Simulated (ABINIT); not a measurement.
Runs of ABINIT 10.8.3 (patched build) on MgO. It takes space group Fm-3m (No. 225, cubic). The conventional cell has a = 4.194 Å, b = 4.194 Å, c = 4.194 Å, α = 90.00°, β = 90.00°, γ = 90.00°. Mg (site symmetry m-3m) is surrounded by 6 O at 2.10 Å. O (site symmetry m-3m) has 6 Mg at 2.10 Å as nearest neighbours. The cell is a database's computed one.

```csv
task,level,potentials or basis,cutoff (eV),fine-grid cutoff,gap on the mesh (eV),pressure (GPa)
band structure,r2SCAN,JTH PAW LDA v2.0,762,1360.57 eV,5.78,(b)
band structure,LDA,PseudoDojo NC SR LDA v0.4.1 standard,1143,-,(a),-4.0
band structure,PBEsol,PseudoDojo NC SR PBEsol v0.4 stringent,1252,-,4.78,(c)
band structure,r2SCAN,JTH PAW PBE v2.0,762,1360.57 eV,5.77,1.7
```

Alike in all rows: no spin polarisation; cell as given; k mesh 11 × 11 × 11; smearing fermi-dirac 0.05 eV.

Question: Estimate the missing entries.

Answer: (a) 4.82; (b) 1.2; (c) 2.4.

Caveats: the PAW data sets were made with another functional, which shifts forces and pressure a little (some runs).

Runs at the PBE level aren't shown here.
